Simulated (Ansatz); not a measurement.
# Cu (simple hexagonal type): how the settings move a relaxation

Aim: see which settings change the result for Cu (simple hexagonal type), by how much, and at what cost.

Program: Ansatz 0.2.0. Level of theory: reference: DFT, PBE, PAW with Ansatz's default frozen-core files, scalar-relativistic. These are calculated values, not measurements.

## 1. The structure to begin with

It takes space group P6/mmm (No. 191, hexagonal). Conventional cell: a = 2.189 Å, b = 2.189 Å, c = 2.131 Å, α = 90.00°, β = 90.00°, γ = 120.00°. Cu (site symmetry 6/mmm) is surrounded by 8 Cu at 2.13 to 2.19 Å.

As a file:

```cif
data_structure
_symmetry_space_group_name_H-M 'P 1'
_symmetry_Int_Tables_number 1
_cell_length_a 2.1895
_cell_length_b 2.1895
_cell_length_c 2.1312
_cell_angle_alpha 90.000
_cell_angle_beta 90.000
_cell_angle_gamma 120.000
_cell_volume 8.85
loop_
_atom_site_label
_atom_site_type_symbol
_atom_site_fract_x
_atom_site_fract_y
_atom_site_fract_z
_atom_site_occupancy
Cu1 Cu 0.00000 0.00000 0.00000 1
```

## 2. The reference run

input.yaml

```yaml
crystal:
  lattice:
    - [2.1894510943, 0.0, 0.0]
    - [-1.0947255471, 1.896120268, 0.0]
    - [0.0, 0.0, 2.1311600353]
  atoms:
    - { symbol: Cu, position: [0.0, 0.0, 0.0] }
kpoints:
  mp_grid: { grid: [17, 17, 16] }
scf:
  occupations: { method: fermi_dirac, width: 0.05 }
hamiltonian:
  xc: pbe
  pseudopotentials: { kind: paw }
output:
  forces: true
  stress: true
relax:
  f_tol: 0.005
  max_steps: 30
  cell: { stress_tol: 0.23, fix: [volume] }
```

The run is started by

```bash
$ ansatz run input.yaml --threads 1 --pin off --max-ram 2048MiB --backend cpu --events-out ev --progress --plain --runs-dir out
```

## 3. Changed: ecutrho_ratio 4, spin_polarized true

input.yaml: that of step 2 with these lines changed.

```diff
@@ -17,2 +17,6 @@
   stress: true
+  write_density: true
+  write_potential: true
+  elf: true
+  volumetric_format: npy
 relax:
@@ -21 +25,5 @@
   cell: { stress_tol: 0.23, fix: [volume] }
+basis:
+  ecutrho_ratio: 4
+magnetization:
+  spin_polarized: true
```

Q: Predict the outcome of this session. Wanted: for each run, ending; energy change; pressure; gap; force.

As calculated:

| run | ending | energy change | pressure (GPa) | gap (eV) | force (eV/Å) | cycles | time |
| --- | --- | --- | --- | --- | --- | --- | --- |
| reference | converged | 0 | 118.3 | 0.00 | 0.00 | 18 | 7.3 s |
| 1: ecutrho_ratio 4, spin_polarized true | converged | 0.0 meV/atom | 118.3 | 0.00 | 0.00 | 25 | 11 s |

Times don't compare one to one where runs were asked for different outputs or read a saved state (see the inputs); cycles may leave out searches for a lower state.

With the changed spin polarisation the energy stays within 0.5 meV/atom: no moment was seeded, so none could form, and both runs end non-magnetic. The structure is not at rest: the sound run finds 118 GPa, so these are no properties of the relaxed crystal. 
